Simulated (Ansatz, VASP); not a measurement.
## GaP: VASP beside Ansatz

```xyz
2
Lattice="0.0000 2.7258 2.7258 2.7258 0.0000 2.7258 2.7258 2.7258 0.0000" Properties=species:S:1:pos:R:3 pbc="T T T"
Ga    0.0000    0.0000    0.0000
P     1.3629    1.3629    1.3629
```

The cell is a database's computed one.

Alike in both runs: task single point; functional PBE; k mesh 6 × 6 × 6; occupations gaussian, width 0.1 eV; no spin polarisation.

|  | VASP | Ansatz |
| --- | --- | --- |
| version | VASP 6.6.1 | Ansatz 0.2.0 |
| potentials or method | VASP PAW PBE potentials, release 64 (Ga_d, P) | scalar-relativistic, plane waves, PAW |
| plane-wave cutoff (eV) | 520 | 420 |
| valence electrons in the cell | 18 | 18 |

|  | VASP | Ansatz | Ansatz less VASP |
| --- | --- | --- | --- |
| gap on the k mesh at the Fermi level (eV) | 1.65 | 1.65 | 0.000 |
| least direct gap on the mesh (eV) | 1.82 | 1.82 | +0.002 |
| pressure (GPa) | 2.5 | 2.5 | +0.02 |

A k mesh can miss the band edges.
